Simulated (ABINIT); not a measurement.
PtSe2 (Sudovikovite):

```
CELL_PARAMETERS angstrom
3.72400 0.00000 0.00000
-1.86200 3.22508 0.00000
0.00000 0.00000 5.06200
ATOMIC_POSITIONS crystal
Pt 0.00000 0.00000 0.00000
Se 0.66667 0.33333 0.75000
Se 0.33333 0.66667 0.25000
```

Base run:

* Program: ABINIT 10.8.3 (patched build)
* Functional: LDA
* Potentials or basis: PseudoDojo NC SR LDA v0.4.1 standard
* Cutoff: 1088 eV
* k mesh: 6 × 6 × 4
* Occupations: fermi-dirac, width 0.05 eV
* Spin: no spin polarisation

Its results: band gap on the k mesh none (metal or under the smearing width); pressure -0.8 GPa; largest force 0.185 eV/Å.

Question: The run is repeated on the same cell with these changes: potentials or basis from PseudoDojo NC SR LDA v0.4.1 standard to PseudoDojo NC SR LDA v0.4 stringent; cutoff from 1088 eV to 1306 eV; valence electrons from 50 to 66. What comes out?

Answer: Band gap on the k mesh none (metal or under the smearing width); pressure -2.4 GPa; largest force 0.173 eV/Å.

Not every run made on this cell is shown here.
